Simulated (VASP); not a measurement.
Here is a VASP 6.6.1 calculation.

Contents of INCAR:

```
SYSTEM = CdSe
PREC = Accurate
ENCUT = 520
EDIFF = 1E-6
ISMEAR = 0
SIGMA = 0.05
LREAL = .FALSE.
LASPH = .TRUE.
NELM = 60
ALGO = Normal
ISIF = 2
LWAVE = .FALSE.
LCHARG = .FALSE.
GGA = PE
NBANDS = 26
```

KPOINTS

```
regular mesh
0
G
  10 10 6
  0 0 0
```

The input POSCAR:

```
CdSe
1.0
    4.3833493792      0.0000000000      0.0000000000
   -2.1916746896      3.7960919161      0.0000000000
    0.0000000000      0.0000000000      7.1544186791
Cd Se
2 2
Direct
    0.6666666667      0.3333333333     -0.0003929495
    0.3333333333      0.6666666667      0.4996070505
    0.6666666667      0.3333333333      0.3753929495
    0.3333333333      0.6666666667      0.8753929495
```

Potentials or basis: VASP PAW PBE potentials, release 64 (Cd, Se).

Run with:

```sh
$ cat potpaw_PBE.64/Cd/POTCAR potpaw_PBE.64/Se/POTCAR > POTCAR
$ mpirun -np 1 vasp_std > vasp.out
```

**Question.** Estimate the pressure.

**Answer.** 0.2 GPa.

**Question.** What does it give for the band gap on the k mesh?

**Answer.** 0.54 eV.

**Measured values to compare with.**

From a printed reference work, data compilation, for a bulk crystal of CdSe at 2 K: band gap 1.841 eV.

A measured gap of CdSe is 1.841 eV (2 K; a printed reference work, data compilation); the calculated 0.54 eV misses it by -1.30 eV. So large a miss can be the level of theory's own, or it may mean another phase, state or a wrong row. Spin-orbit coupling on Cd, Se is left out. The value is that of PBE, without temperature or zero-point motion. Semilocal functionals fall short of measured gaps as a rule.
